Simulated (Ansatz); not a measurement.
This Al2Cu structure is the end of a relaxation. The cell was found from a structure generator's guess, not taken from experiment.

Level of theory: DFT PBE, scalar-relativistic, plane waves, PAW in Ansatz 0.2.0. Cutoff 420 eV, Γ-centred mesh, Gaussian smearing, no spin polarisation.

```
CELL_PARAMETERS angstrom
-1.39113 1.39113 5.68923
1.39113 -1.39113 5.68923
1.39113 1.39113 -5.68923
ATOMIC_POSITIONS crystal
Al 0.65457 0.65457 0.00000
Al 0.34543 0.34543 0.00000
Cu 0.00000 0.00000 0.00000
```

The zero of energy is the elements' standard structures at the same level; no fitted shifts are applied.

**Question.** Find its symmetry and describe it.

**Answer.** I4/mmm (No. 139), with Al and Cu ordered on fcc sites. Conventional cell: a = 2.782 Å, c = 11.378 Å. Al is surrounded by 4 Cu at 2.64 Å and 8 Al at 2.78–2.93 Å; Cu has 8 Al at 2.64 Å and 4 Cu at 2.78 Å.

**Question.** How far does it lie from the elements in energy?

**Answer.** −0.09 eV/atom. A negative formation energy is needed for stability but isn't enough: competing phases decide.

**Question.** Is it a metal?

**Answer.** Yes, bands cross the Fermi level on the 24×24×24 mesh.

The last run used a 24×24×24 mesh for its 3-atom cell and Gaussian smearing of 0.10 eV. A structure relaxed within its symmetry needn't be a true minimum.
